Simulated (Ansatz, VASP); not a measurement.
## Cr in VASP and in Ansatz

INCAR

```
SYSTEM = Cr
ALGO = Normal ; EDIFF = 1E-7
ENCUT = 520 ; GGA = RP
ISIF = 2 ; ISMEAR = -1
LASPH = .True. ; LCHARG = .True.
LELF = .True. ; LREAL = .False.
LVHAR = .True. ; LWAVE = .False.
NBANDS = 19 ; NELM = 80
PREC = Accurate ; SIGMA = 0.1
```

The input KPOINTS:

```
k-points
0
Gamma
  16 16 8
  0 0 0
```

The input POSCAR:

```
Cr
1.0
    2.5720468050      0.0000000000      0.0000000000
   -1.2860234025      2.2274578729      0.0000000000
    0.0000000000      0.0000000000      4.5945910704
Cr
2
Direct
    0.3333333333      0.6666666667      0.2500000000
    0.6666666667      0.3333333333      0.7500000000
```

Input for Ansatz:

```yaml
crystal:
  lattice:
    - [2.572046805, 0.0, 0.0]
    - [-1.2860234025, 2.2274578729, 0.0]
    - [0.0, 0.0, 4.5945910704]
  atoms:
    - { symbol: Cr, position: [0.3333333333, 0.6666666667, 0.25] }
    - { symbol: Cr, position: [0.6666666667, 0.3333333333, 0.75] }
hamiltonian:
  xc: rpbe
  pseudopotentials:
    kind: paw
    azcp:
      Cr: "pseudopotentials/Cr.paw.azcp"
basis:
  ecutwfc: 420
  fft_grid_basis: typed
kpoints:
  mp_grid: { grid: [16, 16, 8], shift: [0, 0, 0] }
magnetization:
  spin_polarized: false
scf:
  occupations: { method: fermi_dirac, width: 0.1 }
  lower_state_search: "off"
output:
  stress: true
```

Alike in both runs: task single point; functional RPBE; k mesh 16 × 16 × 8; occupations fermi-dirac, width 0.1 eV; no spin polarisation.

```csv
,VASP,Ansatz
version,VASP 6.6.1,Ansatz 0.2.0
potentials or method,"VASP PAW PBE potentials, release 64 (Cr_pv)","plane waves (420 eV) with PAW, scalar-relativistic"
plane-wave cutoff (eV),520,420
valence electrons in the cell,24,28
```

|  | VASP | Ansatz | Ansatz less VASP |
| --- | --- | --- | --- |
| pressure (GPa) | -14.6 | -14.4 | +0.22 |
| largest component of the traceless stress (GPa) | 1.09 | 1.02 | -0.072 |

The two sets of potentials don't hold the same shells in valence.

Caveats: the PAW data sets were made with another functional, which shifts forces and pressure a little (VASP); the run has no spin polarisation, though such a crystal can be magnetic. Spin polarisation is off, so any magnetic state and its effect on volume and gap are missing.
